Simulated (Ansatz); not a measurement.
An element in the sc structure gives these cold pressures by all-electron LAPW under PBE (Ansatz 0.2.0, scalar-relativistic, no spin polarisation).

```json
{"V (Å³/atom)": "6.69", "P (GPa)": "0.02"}
{"V (Å³/atom)": "6.15", "P (GPa)": "22.8"}
{"V (Å³/atom)": "5.62", "P (GPa)": "56.0"}
{"V (Å³/atom)": "5.08", "P (GPa)": "105.1"}
{"V (Å³/atom)": "4.55", "P (GPa)": "179.2"}
{"V (Å³/atom)": "4.01", "P (GPa)": "294.1"}
{"V (Å³/atom)": "3.48", "P (GPa)": "479.7"}
{"V (Å³/atom)": "3.01", "P (GPa)": "746.8"}
```

(1) Which element is it?

Answers

(1) B. Its zero-pressure volume in this structure is near 6.7 Å³/atom; the volume and the steepness of P(V) together point to it, though neighbours can come close. This is the case that was computed; others weren't tested.
